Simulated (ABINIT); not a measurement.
Wanted: the native input for an ABINIT 10.8.3 (patched build) run.

| Property | Result |
| --- | --- |
| Task | relaxation of cell and atoms |
| Functional | PBEsol |
| Potentials or basis | JTH PAW PBE v2.0 |
| Cutoff | 626 eV |
| k mesh | 10 × 10 × 8 |
| Occupations | fermi-dirac, width 0.05 eV |
| Spin | no spin polarisation |
| Cell freedom (optcell) | 2 |
| Cutoff smearing ecutsm (Ha) | 0.5 |
| Optimiser (ionmov) | 2 |
| Force stop (Ha/bohr) | 0.0005 |
| Fine-grid cutoff | 1224.51 eV |

MgB2:

```xyz
3
Lattice="3.0850 0.0000 0.0000 -1.5425 2.6717 0.0000 0.0000 0.0000 3.5230" Properties=species:S:1:pos:R:3 pbc="T T T"
Mg    0.0000    0.0000    0.0000
B     1.5425    0.8906    1.7615
B     0.0000    1.7811    1.7615
```

One way to write it, as run:

run.abi

```
# Pseudopotentials
pp_dirpath "./"
pseudos "Mg.GGA_PBE-JTH.xml, B.GGA_PBE-JTH.xml"

# Structure
acell 5.8298050945 5.8298050945 6.6575051371
rprim
     1.0000000000     0.0000000000     0.0000000000
    -0.5000000000     0.8660254038     0.0000000000
     0.0000000000     0.0000000000     1.0000000000
ntypat 2
znucl 12 5
natom 3
typat 1 2 2
xred
     0.0000000000     0.0000000000     0.0000000000
     0.6666666667     0.3333333333     0.5000000000
     0.3333333333     0.6666666667     0.5000000000
chkprim 0
chksymtnons 0
tolsym 1.0e-6

# Plane-wave basis
ecut 23.0
pawecutdg 45.0
pawxcdev 0
pawovlp -1

# k points
kptopt 1
ngkpt 10 10 8
nshiftk 1
shiftk 0.0 0.0 0.0

# Exchange and correlation
ixc -116133

# Bands and occupations
nband 12
occopt 3
tsmear 0.05 eV

# SCF cycle
nstep 100
tolvrs 1.0e-9

# Output
iomode 3
prtwf 0
prtden 0
prteig 0
prtebands 0

# Relaxation
ionmov 2
ntime 60
tolmxf 0.0005
optcell 2
dilatmx 1.08
ecutsm 0.5
```

Potentials or basis: JTH PAW PBE v2.0.

Command:

```sh
$ abinit run.abi > log 2>&1
```

It gave:

| Quantity | Value |
| --- | --- |
| Relaxed volume | 9.49 Å³/atom |
| Relaxed cell | a = 3.070 Å, b = 3.070 Å, c = 3.486 Å, α = 90.00°, β = 90.00°, γ = 120.00° |
| Space group after relaxing (to 0.05 Å) | P6/mmm (No. 191) |
| Energy gained by relaxing | 1.7 meV/atom |
| Ionic steps | 5 |
| Pressure after relaxing | 0.0 GPa |
| Band gap on the k mesh | none (metal or under the smearing width) |

Caveat: the PAW data sets were made with another functional, which shifts forces and pressure a little; the atomic spheres overlap.

Run time: 2.3 min on 1 thread of Arm Neoverse V1, on a shared host, peak memory 0.12 GiB.
